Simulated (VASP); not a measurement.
# C62N (a cell with a defect) in VASP: settings compared, part 2 of 2

VASP 6.6.1.

### Step 3. Hyperfine couplings, HSE06, collinear spin, ferromagnetic start

File POSCAR:

```
C62N                                    
1.0
    7.1440000000      0.0000000000      0.0000000000
    0.0000000000      7.1440000000      0.0000000000
    0.0000000000      0.0000000000      7.1440000000
  N               C             
     1    62
Direct
     0.1360959471689384    0.1360959561600459    0.1360959606941838
     0.0057344852256111    0.2496638311504283    0.2496638236462532
     0.1253175389284083    0.3764635728803357    0.3764635728567607
     0.2496638321788625    0.0057344881658951    0.2496638339053383
     0.3764635834205963    0.1253175458652817    0.3764635852737306
     0.2496638304399088    0.2496638396491346    0.0057344869731819
     0.3764635768234710    0.3764635793297409    0.1253175422003180
     0.9998580989902536    0.9998581049887300    0.4998737265562598
     0.1244535485910993    0.1244535411862488    0.6260933014437404
     0.9985137740762913    0.2472051210019012    0.7519823760895015
     0.1237378312941233    0.3727683316259052    0.8771620984175106
     0.2472051129092271    0.9985137719420865    0.7519823779888350
     0.3727683409699320    0.1237378233939028    0.8771620964312937
     0.2500465492356773    0.2500465548230681    0.5012957371089036
     0.3748406126258449    0.3748406044136783    0.6258979802200767
     0.9998581073585739    0.4998737390534355    0.9998581112709695
     0.1244535324421981    0.6260932868183270    0.1244535277483264
     0.9985137736903340    0.7519823690835882    0.2472051158662769
     0.1237378314033771    0.8771620968276300    0.3727683335237412
     0.2500465455084299    0.5012957384134010    0.2500465473937318
     0.3748406029653413    0.6258979771372708    0.3748406019133375
     0.2472051192021359    0.7519823621289784    0.9985137669121331
     0.3727683404804285    0.8771620958792329    0.1237378281286536
     0.0000423314341535    0.4999715064370847    0.4999715066263638
     0.1239638543328802    0.6240453354076867    0.6240453375001341
     0.0006124106094771    0.7503983724319796    0.7503983640871004
     0.1300524857591317    0.8662967686731537    0.8662967691336183
     0.2496004729420817    0.4991032723632932    0.7510634025729654
     0.3751777848135348    0.6244330058225093    0.8756812991193198
     0.2496004615524357    0.7510634055184610    0.4991032680904143
     0.3751777826553394    0.8756812978326717    0.6244330076362571
     0.4998737263084020    0.9998581021558033    0.9998580989032162
     0.6260932960381738    0.1244535423911338    0.1244535439098222
     0.5012957336127821    0.2500465565238444    0.2500465537851875
     0.6258979797319933    0.3748406060901314    0.3748406145869839
     0.7519823760094305    0.9985137717104485    0.2472051123588752
     0.8771620939339676    0.1237378222630127    0.3727683369236284
     0.7519823656681776    0.2472051225074872    0.9985137664987015
     0.8771620930104048    0.3727683376352916    0.1237378292988931
     0.4999715039827473    0.0000423306109064    0.4999715096283081
     0.6240453458391096    0.1239638505888871    0.6240453440320536
     0.4991032551697111    0.2496004719546596    0.7510633942763418
     0.6244330086627493    0.3751777853316284    0.8756813038019844
     0.7503983775293720    0.0006124115527342    0.7503983737875748
     0.8662967752506963    0.1300524757433299    0.8662967780584504
     0.7510633925903772    0.2496004733742658    0.4991032574888081
     0.8756812988964803    0.3751777821394022    0.6244330064554293
     0.4999715059352781    0.4999715103575270    0.0000423376664284
     0.6240453364528097    0.6240453338998339    0.1239638513373895
     0.4991032631347093    0.7510634049773001    0.2496004582172606
     0.6244330083410066    0.8756813009397901    0.3751777852579542
     0.7510633999672363    0.4991032703876330    0.2496004729918544
     0.8756812956733008    0.6244330043764089    0.3751777835387772
     0.7503983655458087    0.7503983710278805    0.0006124068063914
     0.8662967634263944    0.8662967651137949    0.1300524808233560
     0.5001362430420865    0.5001362313190471    0.5001362417882458
     0.6250677091054717    0.6250677118964508    0.6250677064687710
     0.4997273623174462    0.7501016043430411    0.7501015998847264
     0.6251175593711967    0.8749171210323815    0.8749171219262115
     0.7501016039681615    0.4997273600613257    0.7501016002111558
     0.8749171347551077    0.6251175498182622    0.8749171293140379
     0.7501016035899760    0.7501016036765623    0.4997273581700780
     0.8749171231113374    0.8749171177947079    0.6251175544738730
```

File INCAR.step1:

```
SYSTEM = C62N
ALGO = Normal
EDIFF = 1E-5
ENCUT = 420
GGA = PE
ISIF = 2
ISMEAR = 0
ISPIN = 2
ISYM = 0
LASPH = .TRUE.
LCHARG = .FALSE.
LDMATRIX = .TRUE.
LEFG = .TRUE.
LORBIT = 11
LREAL = .FALSE.
LWAVE = .TRUE.
MAGMOM = 0 0 0 0 0 0 0 0 0 0 0 0 0 0 0 0 0 0 0 0 0 0 0 0 0 0 0.66 0 0 0 0 0 0 0 0 0 0 0 0 0 0 0 0 0 0.66 0 0 0 0 0 0 0 0 0 0.66 0 0 0 0 0 0 0 0
NCORE = 4
NELECT = 254
NELM = 100
NGYROMAG = 3.0777 10.7084
NUPDOWN = 2
PREC = Accurate
QUAD_EFG = 20.44 0
SIGMA = 0.01
```

File INCAR.step2:

```
SYSTEM = C62N
ALGO = Normal
EDIFF = 1E-6
ENCUT = 420
GGA = PE
HFSCREEN = 0.2
ISIF = 2
ISMEAR = 0
ISPIN = 2
ISTART = 1
ISYM = 0
LASPH = .TRUE.
LCHARG = .FALSE.
LDMATRIX = .TRUE.
LEFG = .TRUE.
LHFCALC = .TRUE.
LHYPERFINE = .TRUE.
LORBIT = 11
LREAL = .FALSE.
LWAVE = .FALSE.
MAGMOM = 0 0 0 0 0 0 0 0 0 0 0 0 0 0 0 0 0 0 0 0 0 0 0 0 0 0 0.66 0 0 0 0 0 0 0 0 0 0 0 0 0 0 0 0 0 0.66 0 0 0 0 0 0 0 0 0 0.66 0 0 0 0 0 0 0 0
NCORE = 4
NELECT = 254
NELM = 100
NGYROMAG = 3.0777 10.7084
NUPDOWN = 2
PREC = Accurate
PRECFOCK = Fast
QUAD_EFG = 20.44 0
SIGMA = 0.01
```

File KPOINTS:

```
k-points
0
G
  2 2 2
  0 0 0
```

Potentials or basis: VASP PAW PBE potentials, release 64 (N, C).

Launch:

```bash
$ cat potpaw_PBE.64/N/POTCAR potpaw_PBE.64/C/POTCAR > POTCAR
$ cp INCAR.step1 INCAR
$ mpirun -np 8 vasp_std > vasp.out
$ cp INCAR.step2 INCAR
$ mpirun -np 8 vasp_std > vasp.out
```

OUTCAR:

```text
SYSTEM = C62N
   EDIFF = 1E-6
   ENCUT = 420
   GGA = PE
   HFSCREEN = 0.2
   ISIF = 2
   ISMEAR = 0
   ISPIN = 2
   ISTART = 1
   ISYM = 0
   LASPH = .TRUE.
   LHFCALC = .TRUE.
   LORBIT = 11
   LREAL = .FALSE.
   NELECT = 254
   NELM = 100
   NUPDOWN = 2
   PREC = Accurate
   PRECFOCK = Fast

 ion  position               nearest neighbor table
   1  0.136  0.136  0.136-   2 1.48   4 1.48   6 1.48
   2  0.006  0.250  0.250-   1 1.48   3 1.54  39 1.56  37 1.56
   3  0.125  0.376  0.376-  24 1.54   2 1.54  14 1.55  20 1.55
   4  0.250  0.006  0.250-   1 1.48   5 1.54  19 1.56  23 1.56
   5  0.376  0.125  0.376-  40 1.54   4 1.54  34 1.55  14 1.55
   6  0.250  0.250  0.006-   1 1.48   7 1.54  11 1.56  13 1.56
   7  0.376  0.376  0.125-  48 1.54   6 1.54  34 1.55  20 1.55
[... 42 lines left out ...]
  50  0.499  0.751  0.250-  21 1.55  51 1.55  49 1.56  23 1.56
  51  0.624  0.876  0.375-  40 1.54  50 1.55  62 1.55  36 1.56
  52  0.751  0.499  0.250-  35 1.55  53 1.55  49 1.56  39 1.56
  53  0.876  0.624  0.375-  24 1.54  52 1.55  62 1.55  18 1.56
  54  0.750  0.750  0.001-  55 1.49  59 1.55  61 1.55  49 1.55
  55  0.866  0.866  0.130-  54 1.49  36 1.50  18 1.50
  56  0.500  0.500  0.500-  57 1.55  35 1.55  15 1.55  21 1.55
  57  0.625  0.625  0.625-  56 1.55  58 1.55  62 1.55  60 1.55
  58  0.500  0.750  0.750-  59 1.55  57 1.55  31 1.55  29 1.55
  59  0.625  0.875  0.875-  58 1.55  32 1.55  54 1.55  44 1.55
  60  0.750  0.500  0.750-  61 1.55  57 1.55  47 1.55  43 1.55
  61  0.875  0.625  0.875-  60 1.55  16 1.55  26 1.55  54 1.55
  62  0.750  0.750  0.500-  63 1.55  57 1.55  51 1.55  53 1.55
  63  0.875  0.875  0.625-  62 1.55   8 1.55  26 1.55  44 1.55
[... 2854 lines left out ...]
 -------------------------------------------------------------
   1      -0.015    -0.018    -2.611    -0.140    -2.609
   2       0.055     0.055     0.256    -0.101     0.255
   3       0.098     0.098     0.673    -0.167     0.673
   4       0.055     0.055     0.256    -0.101     0.255
   5       0.098     0.098     0.673    -0.167     0.673
   6       0.055     0.055     0.255    -0.101     0.255
[... 55 lines left out ...]
  62      -0.150    -0.151    -2.055     0.200    -2.053
  63       0.562     0.567     5.314    -0.879     5.309
 -------------------------------------------------------------

 Dipolar hyperfine coupling parameters (MHz)
 ---------------------------------------------------------------------
  ion      A_xx      A_yy      A_zz      A_xy      A_xz      A_yz
 ---------------------------------------------------------------------
   1       0.000     0.000    -0.000     0.171     0.171     0.171
   2      -0.451     0.225     0.225     0.040     0.040     0.642
   3      -0.275     0.138     0.137    -0.101    -0.101     0.169
   4       0.225    -0.451     0.225     0.040     0.642     0.040
   5       0.138    -0.275     0.137    -0.101     0.169    -0.101
   6       0.225     0.225    -0.451     0.642     0.040     0.040
[... 55 lines left out ...]
  62      -0.241    -0.241     0.482     0.026    -0.064    -0.064
  63      -0.371    -0.371     0.742    -0.610     0.473     0.473
 ---------------------------------------------------------------------

 Total hyperfine coupling parameters after diagonalization (MHz)
 (convention: |A_zz| > |A_xx| > |A_yy|)
 ----------------------------------------------------------------------
  ion      A_xx      A_yy      A_zz     asymmetry (A_yy - A_xx)/ A_zz
 ----------------------------------------------------------------------
   1      -2.779    -2.267    -2.779      -0.184
   2      -0.198    -0.161     1.125       0.033
   3       0.641     0.364     1.013      -0.273
   4      -0.198    -0.161     1.125       0.033
   5       0.641     0.364     1.013      -0.273
   6      -0.198    -0.161     1.125       0.033
[... 55 lines left out ...]
  62      -2.280    -1.559    -2.320      -0.311
  63       5.549     4.099     6.281      -0.231
 ---------------------------------------------------------------------

 Spin-spin contribution to zero-field splitting tensor (MHz)
 ---------------------------------------------------------------
      D_xx      D_yy      D_zz      D_xy      D_xz      D_yz
 ---------------------------------------------------------------
     -0.000    -0.001     0.001  1055.416  1055.420  1055.419
 ---------------------------------------------------------------

 after diagonalization
 ---------------------------------------------
     D_diag          eigenvector (x,y,z)
 ---------------------------------------------
  -1055.417       0.613    -0.774     0.161
  -1055.420      -0.539    -0.261     0.801
   2110.836       0.577     0.577     0.577
---------------------------------------------

 total charge

# of ion       s       p       d       tot
------------------------------------------
    1        1.222   2.662   0.000   3.884
    2        0.831   1.705   0.000   2.536
    3        0.840   1.754   0.000   2.594
    4        0.831   1.705   0.000   2.536
    5        0.840   1.754   0.000   2.594
    6        0.831   1.705   0.000   2.536
[... 55 lines left out ...]
   62        0.836   1.741   0.000   2.577
   63        0.837   1.740   0.000   2.577
--------------------------------------------------
tot         53.126 110.489   0.000 163.615

 magnetization (x)

# of ion       s       p       d       tot
------------------------------------------
    1       -0.002   0.002   0.000   0.000
    2        0.000   0.001   0.000   0.001
    3        0.000   0.002   0.000   0.002
    4        0.000   0.001   0.000   0.001
    5        0.000   0.002   0.000   0.002
    6        0.000   0.001   0.000   0.001
[... 55 lines left out ...]
   62       -0.001  -0.002   0.000  -0.003
   63        0.001   0.009   0.000   0.010
--------------------------------------------------
tot          0.172   1.092   0.000   1.265
```

Run time: 2.9 h. Hardware: 8 MPI ranks of Intel Xeon Platinum 8488C (Sapphire Rapids), shared host; peak memory 0.32 GiB.

Results:

```yaml
Free_energy: -646.9267 eV
Largest_force: 0.332 eV/Å
Net_moment: 2.00 μB per cell
Site_moments: N +0.00; C +0.00, -0.00, +0.01, -0.01, +0.02, -0.02, +0.35 μB
Valence_electrons_inside_the_program's_atomic_spheres: N 3.88; C 2.54, 2.59, 2.58, 2.57, 2.60
```

Forces on the atoms (eV/Å):
```
N    0.191  0.191  0.191
C    0.064 -0.017 -0.017
C   -0.004 -0.020 -0.020
C   -0.017  0.064 -0.017
C   -0.020 -0.004 -0.020
C   -0.017 -0.017  0.064
C   -0.020 -0.020 -0.004
C    0.002  0.002 -0.005
C   -0.012 -0.012  0.019
C    0.022  0.091 -0.099
C    0.003 -0.005  0.012
C    0.091  0.022 -0.099
C   -0.005  0.003  0.012
C    0.007  0.007 -0.005
C   -0.006 -0.006  0.003
C    0.002 -0.005  0.002
C   -0.012  0.019 -0.012
C    0.022 -0.099  0.091
C    0.003  0.012 -0.005
C    0.007 -0.005  0.007
C   -0.006  0.003 -0.006
C    0.091 -0.099  0.022
C   -0.005  0.012  0.003
C   -0.002 -0.003 -0.003
C   -0.014  0.019  0.019
C   -0.010 -0.104 -0.104
C   -0.030 -0.017 -0.017
C   -0.001 -0.003 -0.010
C   -0.022  0.023  0.017
C   -0.001 -0.010 -0.003
C   -0.022  0.017  0.023
C   -0.005  0.002  0.002
C    0.019 -0.012 -0.012
C   -0.005  0.007  0.007
C    0.003 -0.006 -0.006
C   -0.099  0.022  0.091
C    0.012  0.003 -0.005
C   -0.099  0.091  0.022
C    0.012 -0.005  0.003
C   -0.003 -0.002 -0.003
C    0.019 -0.014  0.019
C   -0.003 -0.001 -0.010
C    0.023 -0.022  0.017
C   -0.104 -0.010 -0.104
C   -0.017 -0.030 -0.017
C   -0.010 -0.001 -0.003
C    0.017 -0.022  0.023
C   -0.003 -0.003 -0.002
C    0.019  0.019 -0.014
C   -0.003 -0.010 -0.001
C    0.023  0.017 -0.022
C   -0.010 -0.003 -0.001
C    0.017  0.023 -0.022
C   -0.104 -0.104 -0.010
C   -0.017 -0.017 -0.030
C    0.000  0.000  0.000
C    0.004  0.004  0.004
C    0.007 -0.008 -0.008
C    0.022  0.010  0.010
C   -0.008  0.007 -0.008
C    0.010  0.022  0.010
C   -0.008 -0.008  0.007
C    0.010  0.010  0.022
```

Electric field gradients, principal values (V/Å²):
```csv
atom,Vxx,Vyy,Vzz
1 N,73.107,73.107,-146.213
2 C,-8.461,-8.977,17.438
3 C,0.450,3.030,-3.480
4 C,-8.461,-8.977,17.438
5 C,0.450,3.030,-3.480
6 C,-8.461,-8.977,17.438
7 C,0.450,3.030,-3.480
8 C,0.025,0.542,-0.567
9 C,-1.234,-1.694,2.927
10 C,2.852,6.789,-9.641
11 C,0.137,3.099,-3.236
12 C,2.852,6.789,-9.641
13 C,0.137,3.099,-3.236
14 C,0.264,0.885,-1.149
15 C,-0.695,-0.822,1.517
16 C,0.025,0.542,-0.567
17 C,-1.234,-1.694,2.927
18 C,2.852,6.789,-9.641
19 C,0.137,3.099,-3.236
20 C,0.264,0.885,-1.149
21 C,-0.695,-0.822,1.517
22 C,2.852,6.789,-9.641
23 C,0.137,3.099,-3.236
24 C,0.314,0.855,-1.169
25 C,0.291,3.797,-4.088
26 C,3.555,6.931,-10.487
27 C,7.894,10.111,-18.005
28 C,-0.264,-1.205,1.470
29 C,0.552,1.614,-2.166
30 C,-0.264,-1.205,1.470
31 C,0.552,1.614,-2.166
32 C,0.025,0.542,-0.567
33 C,-1.234,-1.694,2.927
34 C,0.264,0.885,-1.149
35 C,-0.695,-0.822,1.517
36 C,2.852,6.789,-9.641
37 C,0.137,3.099,-3.236
38 C,2.852,6.789,-9.641
39 C,0.137,3.099,-3.236
40 C,0.314,0.855,-1.169
41 C,0.291,3.797,-4.088
42 C,-0.264,-1.205,1.470
43 C,0.552,1.614,-2.166
44 C,3.555,6.931,-10.487
45 C,7.894,10.111,-18.005
46 C,-0.264,-1.205,1.470
47 C,0.552,1.614,-2.166
48 C,0.314,0.855,-1.169
49 C,0.291,3.797,-4.088
50 C,-0.264,-1.205,1.470
51 C,0.552,1.614,-2.166
52 C,-0.264,-1.205,1.470
53 C,0.552,1.614,-2.166
54 C,3.555,6.931,-10.487
55 C,7.894,10.111,-18.005
56 C,0.562,0.562,-1.124
57 C,-0.441,-0.441,0.882
58 C,0.601,1.062,-1.664
59 C,-0.977,-1.303,2.280
60 C,0.601,1.062,-1.664
61 C,-0.977,-1.303,2.280
62 C,0.601,1.062,-1.664
63 C,-0.977,-1.303,2.280
```

Hyperfine coupling, principal values (MHz):
| atom | values |
| --- | --- |
| 1 N | -2.8, -2.3, -2.8 |
| 2 C | -0.2, -0.2, 1.1 |
| 3 C | 0.6, 0.4, 1.0 |
| 4 C | -0.2, -0.2, 1.1 |
| 5 C | 0.6, 0.4, 1.0 |
| 6 C | -0.2, -0.2, 1.1 |
| 7 C | 0.6, 0.4, 1.0 |
| 8 C | -2.2, -0.6, -2.3 |
| 9 C | 3.7, 2.4, 3.8 |
| 10 C | -7.8, -5.1, -8.2 |
| 11 C | 4.1, 3.7, 5.8 |
| 12 C | -7.8, -5.1, -8.2 |
| 13 C | 4.1, 3.7, 5.8 |
| 14 C | -1.2, -1.1, -1.4 |
| 15 C | 1.9, 1.7, 2.2 |
| 16 C | -2.2, -0.6, -2.3 |
| 17 C | 3.7, 2.4, 3.8 |
| 18 C | -7.8, -5.1, -8.2 |
| 19 C | 4.1, 3.7, 5.8 |
| 20 C | -1.2, -1.1, -1.4 |
| 21 C | 1.9, 1.7, 2.2 |
| 22 C | -7.8, -5.1, -8.2 |
| 23 C | 4.1, 3.7, 5.8 |
| 24 C | 6.7, 6.0, 7.5 |
| 25 C | 13.1, 13.1, 18.2 |
| 26 C | -12.1, -10.1, -12.1 |
| 27 C | 139.1, 139.0, 222.6 |
| 28 C | -1.8, -1.2, -2.1 |
| 29 C | 15.7, 15.5, 21.1 |
| 30 C | -1.8, -1.2, -2.1 |
| 31 C | 15.7, 15.5, 21.1 |
| 32 C | -2.2, -0.6, -2.3 |
| 33 C | 3.7, 2.4, 3.8 |
| 34 C | -1.2, -1.1, -1.4 |
| 35 C | 1.9, 1.7, 2.2 |
| 36 C | -7.8, -5.1, -8.2 |
| 37 C | 4.1, 3.7, 5.8 |
| 38 C | -7.8, -5.1, -8.2 |
| 39 C | 4.1, 3.7, 5.8 |
| 40 C | 6.7, 6.0, 7.5 |
| 41 C | 13.1, 13.1, 18.2 |
| 42 C | -1.8, -1.2, -2.1 |
| 43 C | 15.7, 15.5, 21.1 |
| 44 C | -12.1, -10.1, -12.1 |
| 45 C | 139.1, 139.0, 222.6 |
| 46 C | -1.8, -1.2, -2.1 |
| 47 C | 15.7, 15.5, 21.1 |
| 48 C | 6.7, 6.0, 7.5 |
| 49 C | 13.1, 13.1, 18.2 |
| 50 C | -1.8, -1.2, -2.1 |
| 51 C | 15.7, 15.5, 21.1 |
| 52 C | -1.8, -1.2, -2.1 |
| 53 C | 15.7, 15.5, 21.1 |
| 54 C | -12.1, -10.1, -12.1 |
| 55 C | 139.1, 139.0, 222.6 |
| 56 C | -0.2, -0.2, -0.3 |
| 57 C | 1.9, 1.7, 1.9 |
| 58 C | -2.3, -1.6, -2.3 |
| 59 C | 5.5, 4.1, 6.3 |
| 60 C | -2.3, -1.6, -2.3 |
| 61 C | 5.5, 4.1, 6.3 |
| 62 C | -2.3, -1.6, -2.3 |
| 63 C | 5.5, 4.1, 6.3 |

Caveat: the k mesh is coarse (spacing up to 0.44 Å⁻¹), so the values aren't converged, least of all with exact exchange; the cell carries a net charge on a neutralising background, which shifts energy and pressure; the PAW data sets were made with another functional, which shifts forces and pressure a little; the total moment is fixed, so each spin has its own Fermi level.
